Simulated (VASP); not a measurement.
# Dy (Im-3m) in VASP: a series of runs

One crystal, Dy, is run at these levels: PBE; tasks: single point.

Everything below comes from runs of VASP 6.6.1. Logs are shortened: lines on timing, memory, paths and dates and some standing lists are left out, and cuts for length are marked.

**1. Starting point**

The structure is cubic, space group Im-3m (No. 229). Conventional cell: a = 4.001 Å, b = 4.001 Å, c = 4.001 Å, α = 90.00°, β = 90.00°, γ = 90.00°. Dy (site symmetry m-3m) is surrounded by 8 Dy at 3.46 Å.

This isn't the form of Dy at room conditions, which is hcp.

**2. Single point, PBE, collinear spin, ferromagnetic start**

Contents of INCAR:

```
SYSTEM = Dy
  ADDGRID = .False.
  ALGO = Normal
  EDIFF = 1E-6
  ENCUT = 350
  GGA = PE
  ISIF = 2
  ISMEAR = 0
  ISPIN = 2
  LASPH = .True.
  LCHARG = .False.
  LMAXMIX = 6
  LORBIT = 11
  LREAL = .False.
  LWAVE = .False.
  MAGMOM = 5
  NELM = 100
  PREC = Accurate
  SIGMA = 0.2
```

Contents of KPOINTS:

```
k-points
0
Gamma
  12 12 12
  0 0 0
```

Contents of POSCAR:

```
Dy
1.0
   -2.0003821482      2.0003821482      2.0003821482
    2.0003821482     -2.0003821482      2.0003821482
    2.0003821482      2.0003821482     -2.0003821482
Dy
1
Direct
    0.0000000000      0.0000000000      0.0000000000
```

Potentials or basis: VASP PAW PBE potentials, release 64 (Dy).

Launch:

```console
$ cat potpaw_PBE.64/Dy/POTCAR > POTCAR
$ mpirun -np 1 vasp_std > vasp.out
```

OUTCAR:

```text
SYSTEM = Dy
   EDIFF = 1E-6
   ENCUT = 350
   GGA = PE
   ISIF = 2
   ISMEAR = 0
   ISPIN = 2
   LASPH = .True.
   LORBIT = 11
   LREAL = .False.
   NELM = 100
   PREC = Accurate

 Found     72 irreducible k-points:

 Following reciprocal coordinates:
            Coordinates               Weight
  0.000000  0.000000  0.000000      1.000000
  0.083333  0.000000  0.000000     12.000000
  0.166667  0.000000  0.000000     12.000000
  0.250000  0.000000  0.000000     12.000000
  0.333333  0.000000  0.000000     12.000000
  0.416667  0.000000  0.000000     12.000000
   k-points           NKPTS =     72   k-points in BZ     NKDIM =     72   number of bands    NBANDS=     17
   number of dos      NEDOS =    301   number of ions     NIONS =      1
   total plane-waves  NPLWV =  13824
   dimension x,y,z NGX =    24 NGY =   24 NGZ =   24
   dimension x,y,z NGXF=    48 NGYF=   48 NGZF=   48
   ions per type =               1
   NGX,Y,Z   is equivalent  to a cutoff of  11.52, 11.52, 11.52 a.u.
   NGXF,Y,Z  is equivalent  to a cutoff of  23.03, 23.03, 23.03 a.u.
 SYSTEM =  Dy
   PREC   = accura    normal or accurate (medium, high low for compatibility)
   ISTART =      0    job   : 0-new  1-cont  2-samecut
   ICHARG =      2    charge: 1-file 2-atom 10-const
   ISPIN  =      2    spin polarized calculation?
   LNONCOLLINEAR =      F non collinear calculations
   LSORBIT =      F    spin-orbit coupling
   LASPH  =      T    aspherical Exc in radial PAW
   ENCUT  =  350.0 eV  25.72 Ry    5.07 a.u.   5.29  5.29  5.29*2*pi/ulx,y,z
   NELM   =    100;   NELMIN=  2; NELMDL= -5     # of ELM steps
   EDIFF  = 0.1E-05   stopping-criterion for ELM
   LREAL  =      F    real-space projection
   EDIFFG = 0.1E-04   stopping-criterion for IOM
   NSW    =      0    number of steps for IOM
   IBRION =     -1    ionic relax: 0-MD 1-quasi-New 2-CG
   NFREE  =      0    steps in history (QN), initial steepest desc. (CG)
   ISIF   =      2    stress and relaxation
   ISYM   =      2    0-nonsym 1-usesym 2-fastsym
   POTIM  = 0.5000    time-step for ionic-motion
   TEBEG  =    0.0;   TEEND  =   0.0 temperature during run
   PSTRESS=    0.0 pullay stress
   NELECT =      20.0000    total number of electrons
   NUPDOWN=      -1.0000    fix difference up-down
   EMIN   =  10.00;   EMAX   =-10.00  energy-range for DOS
   EFERMI =   0.00;   METHOD = LEGACY
   ISMEAR =     0;   SIGMA  =   0.20  broadening in eV -4-tet -1-fermi 0-gaus
   EFERMI_NEDOS =   21; number of points for ismear=-14 and -15
   IALGO  =     38    algorithm
   IMIX   =      4    mixing-type and parameters
     AMIX     =   0.40;   BMIX     =  1.00
     AMIX_MAG =   1.60;   BMIX_MAG =  1.00
  volume/ion in A,a.u.               =      32.02       216.07
  Fermi-wavevector in a.u.,A,eV,Ry     =   1.399432  2.644543 26.645792  1.958410
  Thomas-Fermi vector in A             =   2.522492
   LORBIT       =     11    0 simple, 1 ext, 2 COOP (PROOUT), +10 PAW based schemes
   GGA     = PE    functional components
   LHFCALC =     F    Hartree Fock is set to
   AEXX    =    0.0000 exact exchange contribution
   IVDW    =     0    specifies the selected vdW correction
   LEPSILON=     F    determine dielectric tensor
   LRPA    =     F    only Hartree local field effects (RPA)
 spin polarized calculation
 Gauss-broadening in eV      SIGMA  =   0.20
  energy-cutoff  :      350.00
  volume of cell :       32.02
 maximum number of plane-waves:       490
 NGX is ok and might be reduce to    24
   NGX = 11   NGY = 11   NGZ = 11

 number of electron      20.0000012 magnetization       4.5616411

 Free energy of the ion-electron system (eV)
  ---------------------------------------------------
  ext. energy  EPLUGINS =         0.00000000
  ---------------------------------------------------
  free energy    TOTEN  =        -7.93118447 eV

  energy without entropy =       -7.84558289  energy(sigma->0) =       -7.88838368

 E-fermi :   2.8416     XC(G=0): -10.0663

 val. band max:        2.8360126818   @ k =  -0.4167  -0.4167   0.1667
 cond. band min:       2.8418643283   @ k =  -0.3333   0.5000   0.0833
 fundamental gap:      0.0058516465
 Fermi energy:         2.8415850287

 spin component 1

 k-point     1 :       0.0000    0.0000    0.0000
  band No.  band energies     occupation
      1     -44.2127      1.00000
      2     -19.7477      1.00000
      3     -19.7477      1.00000
      4     -19.7477      1.00000
      5      -2.2864      1.00000
      6      -0.5078      1.00000
[... 9 lines left out ...]
     16       6.9648      0.00000
     17       6.9648      0.00000

 k-point     2 :       0.0833    0.0000    0.0000
  band No.  band energies     occupation
      1     -44.2088      1.00000
      2     -19.7961      1.00000
      3     -19.7626      1.00000
      4     -19.7481      1.00000
      5      -2.0854      1.00000
      6      -0.5149      1.00000
[... 9 lines left out ...]
     16       6.7453      0.00000
     17       6.9691      0.00000

 k-point     3 :       0.1667    0.0000    0.0000
  band No.  band energies     occupation
      1     -44.1982      1.00000
      2     -19.9253      1.00000
      3     -19.8029      1.00000
      4     -19.7489      1.00000
      5      -1.5193      1.00000
      6      -0.5311      1.00000
[... 9 lines left out ...]
     16       6.5164      0.00000
     17       7.0075      0.00000

 k-point     4 :       0.2500    0.0000    0.0000
  band No.  band energies     occupation
      1     -44.1837      1.00000
      2     -20.0960      1.00000
      3     -19.8573      1.00000
      4     -19.7501      1.00000
      5      -0.7132      1.00000
      6      -0.5500      1.00000
[... 9 lines left out ...]
     16       6.6834      0.00000
     17       7.1275      0.00000

 k-point     5 :       0.3333    0.0000    0.0000
  band No.  band energies     occupation
      1     -44.1691      1.00000
      2     -20.2607      1.00000
      3     -19.9110      1.00000
      4     -19.7512      1.00000
      5      -0.5733      1.00000
      6      -0.5443      1.00000
[... 9 lines left out ...]
     16       7.3490      0.00000
     17       7.9244      0.00000

 k-point     6 :       0.4167    0.0000    0.0000
  band No.  band energies     occupation
      1     -44.1584      1.00000
      2     -20.3777      1.00000
      3     -19.9499      1.00000
      4     -19.7521      1.00000
      5      -0.5865      1.00000
      6      -0.5542      1.00000
[... 9 lines left out ...]
     16       7.6137      0.00000
     17       9.2281      0.00000

 [... further k-points ...]

 spin component 2

 k-point     1 :       0.0000    0.0000    0.0000
  band No.  band energies     occupation
      1     -42.1874      1.00000
      2     -18.2681      1.00000
      3     -18.2681      1.00000
      4     -18.2681      1.00000
      5      -2.0940      1.00000
      6       2.5295      0.98633
[... 9 lines left out ...]
     16       7.5709      0.00000
     17       7.5710      0.00000

 k-point     2 :       0.0833    0.0000    0.0000
  band No.  band energies     occupation
      1     -42.1829      1.00000
      2     -18.3252      1.00000
      3     -18.2851      1.00000
      4     -18.2686      1.00000
      5      -1.8854      1.00000
      6       2.5256      0.98727
[... 9 lines left out ...]
     16       7.3307      0.00000
     17       7.5754      0.00000

 k-point     3 :       0.1667    0.0000    0.0000
  band No.  band energies     occupation
      1     -42.1703      1.00000
      2     -18.4764      1.00000
      3     -18.3312      1.00000
      4     -18.2697      1.00000
      5      -1.3007      1.00000
      6       2.5154      0.98945
[... 9 lines left out ...]
     16       7.0911      0.00000
     17       7.6164      0.00000

 k-point     4 :       0.2500    0.0000    0.0000
  band No.  band energies     occupation
      1     -42.1531      1.00000
      2     -18.6750      1.00000
      3     -18.3934      1.00000
      4     -18.2713      1.00000
      5      -0.4736      1.00000
      6       2.5100      0.99047
[... 9 lines left out ...]
     16       7.2915      0.00000
     17       7.7449      0.00000

 k-point     5 :       0.3333    0.0000    0.0000
  band No.  band energies     occupation
      1     -42.1358      1.00000
      2     -18.8653      1.00000
      3     -18.4546      1.00000
      4     -18.2727      1.00000
      5       0.3380      1.00000
      6       2.5455      0.98186
[... 9 lines left out ...]
     16       7.9842      0.00000
     17       8.5669      0.00000

 k-point     6 :       0.4167    0.0000    0.0000
  band No.  band energies     occupation
      1     -42.1232      1.00000
      2     -18.9998      1.00000
      3     -18.4988      1.00000
      4     -18.2739      1.00000
      5       0.8129      1.00000
      6       2.5938      0.96014
[... 9 lines left out ...]
     16       8.2776      0.00000
     17       9.9099      0.00000

 [... further k-points ...]
[... 5 lines left out ...]
  --------------------------------------------------------------------------------------
  -------------------------------------------------------------------------------------
  Total        0.2638115      0.2638115      0.2638115     -0.0000000      0.0000000     -0.0000000
  in kB       13.2009570     13.2009570     13.2009570     -0.0000000      0.0000000     -0.0000000
  external PRESSURE =      13.2009570 kB  Pullay stress =       0.0000000 kB

 VOLUME and BASIS-vectors are now :
 -----------------------------------------------------------------------------
  energy-cutoff  :      350.00
  volume of cell :       32.02
      direct lattice vectors                 reciprocal lattice vectors
    -2.000382148  2.000382148  2.000382148     0.000000000  0.249952241  0.249952241
     2.000382148 -2.000382148  2.000382148     0.249952241  0.000000000  0.249952241
     2.000382148  2.000382148 -2.000382148     0.249952241  0.249952241  0.000000000

 POSITION                                       TOTAL-FORCE (eV/Angst)
 -----------------------------------------------------------------------------------
      0.00000      0.00000      0.00000        -0.000000     -0.000000     -0.000000
 -----------------------------------------------------------------------------------
    total drift:                                0.000000      0.000000     -0.000000

  FREE ENERGIE OF THE ION-ELECTRON SYSTEM (eV)
  ---------------------------------------------------
  free  energy   TOTEN  =        -7.9311844730 eV

  energy  without entropy=       -7.8455828940  energy(sigma->0) =       -7.88838368

 total charge

# of ion       s       p       d       f       tot
--------------------------------------------------
    1        2.162   5.795   0.477   9.339  17.774

 magnetization (x)

# of ion       s       p       d       f       tot
--------------------------------------------------
    1        0.007  -0.057   0.030   4.504   4.485
```

Run time: 73 s. Hardware: 1 thread of Intel Xeon Platinum 8488C (Sapphire Rapids), shared host; peak memory 0.18 GiB.

The run converged, but some of its settings lie outside the range that counts as converged, so its numbers aren't taken as properties of the crystal.

What came out:

* Free energy: -7.9312 eV
* Band gap on the k mesh: none (metal or under the smearing width)
* Net moment: 4.56 μB per cell
* Site moments: Dy +4.49 μB
* Valence electrons inside the program's atomic spheres: Dy 17.77

Caveat: the cutoff is under 1.25 times the usual one of these potentials, so pressure, stress and relaxed cells hold a basis-set (Pulay) error; the magnetic or orbital state may not be the lowest; spin-orbit coupling is left out, which moves the levels of the heavy elements.

(Continued in part 2 of 2.)
